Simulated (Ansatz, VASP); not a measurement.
## Two plane-wave programs on BN

The input INCAR:

```
SYSTEM = BN
  ALGO = Normal
  EDIFF = 1E-8
  ENCUT = 520
  GGA = CA
  ISIF = 2
  ISMEAR = -1
  LASPH = .True.
  LCHARG = .False.
  LEFG = .True.
  LREAL = .False.
  LWAVE = .False.
  NBANDS = 11
  NELM = 100
  PREC = Accurate
  SIGMA = 0.02
```

Contents of KPOINTS:

```
k-points
0
Gamma
  11 11 11
  0 0 0
```

POSCAR

```
BN
1.0
    0.0000000000      1.8436500000      1.8075000000
    1.8436500000      0.0000000000      1.8075000000
    1.8436500000      1.8436500000      0.0000000000
B N
1 1
Direct
    0.0000000000      0.0000000000      0.0000000000
    0.7500000000      0.7500000000      0.7500000000
```

Input for Ansatz:

```yaml
crystal:
  lattice:
    - [0.0, 1.84365, 1.8075]
    - [1.84365, 0.0, 1.8075]
    - [1.84365, 1.84365, 0.0]
  atoms:
    - { symbol: B, position: [0.0, 0.0, 0.0] }
    - { symbol: "N", position: [0.75, 0.75, 0.75] }
kpoints:
  mp_grid: { grid: [11, 11, 11] }
scf:
  occupations: { method: fermi_dirac, width: 0.02 }
hamiltonian:
  xc: lda
  pseudopotentials: { kind: paw }
output:
  forces: true
  stress: true
  eigenvalues: true
  efg: { contact_densities: true }
```

Change from the starting cell: equal xx and yy strain of +2 %, PAW files.

Alike in both runs: task electric field gradients; functional LDA; k mesh 11 × 11 × 11; occupations fermi-dirac, width 0.02 eV; no spin polarisation.

|  | VASP | Ansatz |
| --- | --- | --- |
| version | VASP 6.6.1 | Ansatz 0.2.0 |
| potentials or method | VASP PAW LDA potentials, release 64 (B, N) | PAW with Ansatz's default frozen-core files, scalar-relativistic |
| plane-wave cutoff (eV) | 520 | 420 |
| valence electrons in the cell | 8 | 8 |

```csv
,VASP,Ansatz,Ansatz less VASP
gap on the k mesh at the Fermi level (eV),4.06,4.08,+0.016
pressure (GPa),-23.5,-24.2,-0.71
largest component of the traceless stress (GPa),7.61,7.61,-0.003
Vzz of the field gradient on the site that differs most (V/Å²),0.7,0.5,-0.18
```

Caveats: so large a pressure means that the cell lies far from this level's equilibrium, or that cutoff or potentials fall short (VASP); an odd mesh through Γ misses points on the zone boundary, where band edges often lie.
